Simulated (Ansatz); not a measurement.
Input, command and steps of an Ansatz relaxation.

```yaml
crystal:
  lattice:
    - [7.10277134, 0.0, 0.0]
    - [0.0, 7.10277134, 0.0]
    - [0.0, 0.0, 3.71373656]
  atoms:
    - { symbol: Zr, position: [0.17407467, 0.67407467, 0.5] }
    - { symbol: Zr, position: [0.82592533, 0.32592533, 0.5] }
    - { symbol: Zr, position: [0.32592533, 0.17407467, 0.5] }
    - { symbol: Zr, position: [0.67407467, 0.82592533, 0.5] }
    - { symbol: Zr, position: [0.0, 0.0, 0.0] }
    - { symbol: Zr, position: [0.5, 0.5, 0.0] }
    - { symbol: Si, position: [0.62185435, 0.12185435, 0.0] }
    - { symbol: Si, position: [0.37814565, 0.87814565, 0.0] }
    - { symbol: Si, position: [0.87814565, 0.62185435, 0.0] }
    - { symbol: Si, position: [0.12185435, 0.37814565, 0.0] }
basis:
  ecutwfc: 420
kpoints:
  mp_grid: { grid: [6, 6, 10] }
hamiltonian:
  xc: pbesol
scf:
  occupations: { method: gaussian, width: 0.1 }
output:
  forces: true
  stress: true
  eigenvalues: true
relax:
  adjacent_minimum: "off"
  f_tol: 0.01
  max_steps: 40
```

```bash
ansatz run input.yaml --threads 2 --pin off --max-ram 5120MiB --backend cpu --events-out ev --progress --plain --runs-dir out
```

Level of theory: Ansatz 0.2.0, DFT PBEsol, scalar-relativistic, plane waves, PAW.

Of 4 frames 4 are shown, positions in Å and forces in eV/Å; the SCF threshold varies from step to step.

```xyz
10
Lattice="7.1028 0.0000 0.0000 0.0000 7.1028 0.0000 0.0000 0.0000 3.7137" Properties=species:S:1:pos:R:3:forces:R:3 pbc="T T T" step=1 free_energy_over_end_meV_per_atom=0.15
Zr    1.2364    4.7878    1.8569    0.0211    0.0211    0.0000
Zr    5.8664    2.3150    1.8569   -0.0211   -0.0211    0.0000
Zr    2.3150    1.2364    1.8569   -0.0211    0.0211    0.0000
Zr    4.7878    5.8664    1.8569    0.0211   -0.0211    0.0000
Zr    0.0000    0.0000    0.0000    0.0000    0.0000    0.0000
Zr    3.5514    3.5514    0.0000    0.0000    0.0000    0.0000
Si    4.4169    0.8655    0.0000    0.0725    0.0725    0.0000
Si    2.6859    6.2373    0.0000   -0.0725   -0.0725    0.0000
Si    6.2373    4.4169    0.0000   -0.0725    0.0725    0.0000
Si    0.8655    2.6859    0.0000    0.0725   -0.0725    0.0000
10
Lattice="7.1028 0.0000 0.0000 0.0000 7.1028 0.0000 0.0000 0.0000 3.7137" Properties=species:S:1:pos:R:3:forces:R:3 pbc="T T T" step=2 free_energy_over_end_meV_per_atom=0.04
Zr    1.2393    4.7907    1.8569   -0.0248   -0.0248    0.0000
Zr    5.8635    2.3121    1.8569    0.0248    0.0248    0.0000
Zr    2.3121    1.2393    1.8569    0.0248   -0.0248    0.0000
Zr    4.7907    5.8635    1.8569   -0.0248    0.0248    0.0000
Zr    0.0000    0.0000    0.0000    0.0000    0.0000    0.0000
Zr    3.5514    3.5514    0.0000    0.0000    0.0000    0.0000
Si    4.4203    0.8689    0.0000    0.0115    0.0115    0.0000
Si    2.6824    6.2338    0.0000   -0.0115   -0.0115    0.0000
Si    6.2338    4.4203    0.0000   -0.0115    0.0115    0.0000
Si    0.8689    2.6824    0.0000    0.0115   -0.0115    0.0000
10
Lattice="7.1028 0.0000 0.0000 0.0000 7.1028 0.0000 0.0000 0.0000 3.7137" Properties=species:S:1:pos:R:3:forces:R:3 pbc="T T T" step=3 free_energy_over_end_meV_per_atom=0.02
Zr    1.2335    4.7849    1.8569    0.0163    0.0163    0.0000
Zr    5.8693    2.3179    1.8569   -0.0163   -0.0163    0.0000
Zr    2.3179    1.2335    1.8569   -0.0163    0.0163    0.0000
Zr    4.7849    5.8693    1.8569    0.0163   -0.0163    0.0000
Zr    0.0000    0.0000    0.0000    0.0000    0.0000    0.0000
Zr    3.5514    3.5514    0.0000    0.0000    0.0000    0.0000
Si    4.4242    0.8728    0.0000   -0.0121   -0.0121    0.0000
Si    2.6786    6.2300    0.0000    0.0121    0.0121    0.0000
Si    6.2300    4.4242    0.0000    0.0121   -0.0121    0.0000
Si    0.8728    2.6786    0.0000   -0.0121    0.0121    0.0000
10
Lattice="7.1028 0.0000 0.0000 0.0000 7.1028 0.0000 0.0000 0.0000 3.7137" Properties=species:S:1:pos:R:3:forces:R:3 pbc="T T T" step=4 free_energy_over_end_meV_per_atom=0.00
Zr    1.2359    4.7873    1.8569   -0.0001   -0.0001    0.0000
Zr    5.8669    2.3155    1.8569    0.0001    0.0001    0.0000
Zr    2.3155    1.2359    1.8569    0.0001   -0.0001    0.0000
Zr    4.7873    5.8669    1.8569   -0.0001    0.0001    0.0000
Zr    0.0000    0.0000    0.0000    0.0000    0.0000    0.0000
Zr    3.5514    3.5514    0.0000    0.0000    0.0000    0.0000
Si    4.4224    0.8710    0.0000    0.0000    0.0000    0.0000
Si    2.6804    6.2318    0.0000    0.0000    0.0000    0.0000
Si    6.2318    4.4224    0.0000    0.0000    0.0000    0.0000
Si    0.8710    2.6804    0.0000    0.0000    0.0000    0.0000
```

The run took 81 s on 2 threads of Arm Neoverse V1, with other jobs on the host, peak memory 0.76 GiB.